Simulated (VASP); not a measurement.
A calculation with VASP 6.6.1 of TiCo (native input, structure from a POSCAR):

File INCAR:

```
SYSTEM = TiCo
PREC = Accurate
ENCUT = 550
EDIFF = 1E-7
ISMEAR = 0
SIGMA = 0.05
LREAL = .FALSE.
LASPH = .TRUE.
NELM = 100
ALGO = Normal
ISIF = 2
LWAVE = .FALSE.
LCHARG = .FALSE.
ISPIN = 2
MAGMOM = 2 1
LORBIT = 11
LMAXMIX = 4
GGA = PE
NBANDS = 22
```

KPOINTS

```
Automatic mesh
0
G
  9 9 9
  0 0 0
```

POSCAR

```
TiCo
2.9861
    1.000003680386      0.000000000000      0.000000000000
    0.000000000000      1.000003680386      0.000000000000
    0.000000000000      0.000000000000      1.000003680386
Co Ti
1 1
Direct
    0.5000000000      0.5000000000      0.5000000000
    0.0000000000      0.0000000000      0.0000000000
```

Potentials or basis: VASP PAW PBE potentials, release 64 (Co_GW, Ti_sv_GW).

The run is started by

```sh
$ cat potpaw_PBE.64/Co_GW/POTCAR potpaw_PBE.64/Ti_sv_GW/POTCAR > POTCAR
$ mpirun -np 1 vasp_std > vasp.out
```

The cell comes from a database or a generator and needn't be the stable form of this composition.

Question: Write the same calculation in another form: ASE script, structure from a P1 CIF.

Answer: As run:

The input run.py:

```python
from ase.calculators.vasp import Vasp
from ase.dft.bandgap import bandgap
from ase.io import read

atoms = read('TiCo.cif')
atoms.set_initial_magnetic_moments([2.0, 1.0])
calc = Vasp(
    directory='calc',
    xc='pbe',
    pp='PBE',
    setups={'base': 'minimal', 'Co': '_GW', 'Ti': '_sv_GW'},
    prec='Accurate',
    encut=550,
    ediff=1e-06,
    ismear=0,
    sigma=0.05,
    lreal=False,
    lasph=True,
    nelm=120,
    algo='Normal',
    isif=2,
    lwave=False,
    lcharg=False,
    ispin=2,
    lorbit=11,
    lmaxmix=4,
    kpts=[9, 9, 9],
    gamma=True,
    nbands=22,
)
atoms.calc = calc

print('energy (eV):', atoms.get_potential_energy())
print('free energy (eV):', atoms.get_potential_energy(force_consistent=True))
print('forces (eV/A):')
print(atoms.get_forces())
print('stress (eV/A^3, Voigt):', atoms.get_stress())
print('Fermi level (eV):', calc.get_fermi_level())
print('moment (muB):', atoms.get_magnetic_moment())
print('site moments (muB):', atoms.get_magnetic_moments())
gap, top, bottom = bandgap(calc)
print('band gap (eV):', gap, 'from (spin, k, band)', top, 'to', bottom)
```

File TiCo.cif:

```cif
data_TiCo
_cell_length_a 2.98611099
_cell_length_b 2.98611099
_cell_length_c 2.98611099
_cell_angle_alpha 90.00000000
_cell_angle_beta 90.00000000
_cell_angle_gamma 90.00000000
_space_group_name_H-M_alt 'P1'
_space_group_name_Hall 'P 1'
_space_group_IT_number 1
loop_
_space_group_symop_operation_xyz
'x,y,z'
loop_
_atom_site_label
_atom_site_type_symbol
_atom_site_symmetry_multiplicity
_atom_site_Wyckoff_symbol
_atom_site_fract_x
_atom_site_fract_y
_atom_site_fract_z
_atom_site_occupancy
Co1 Co 1 a 0.5000000000 0.5000000000 0.5000000000 1
Ti1 Ti 1 a 0.0000000000 0.0000000000 0.0000000000 1
```

Potentials or basis: VASP PAW PBE potentials, release 64 (Co_GW, Ti_sv_GW).

The run is started by

```bash
$ python run.py
```

Both were run:

|  | native input, structure from a POSCAR | ASE script, structure from a P1 CIF |
| --- | --- | --- |
| Pressure | -2.0 GPa | -2.0 GPa |
| Band gap on the k mesh | none (metal or under the smearing width) | none (metal or under the smearing width) |
| Net moment | 0.82 μB per cell | 0.82 μB per cell |
| Site moments | Co +0.90; Ti -0.02 μB | Co +0.90; Ti -0.02 μB |
| Valence electrons inside the program's atomic spheres | Co 8.23; Ti 9.89 | Co 8.23; Ti 9.89 |

Keys that steer only the numerical path or the files written may differ.
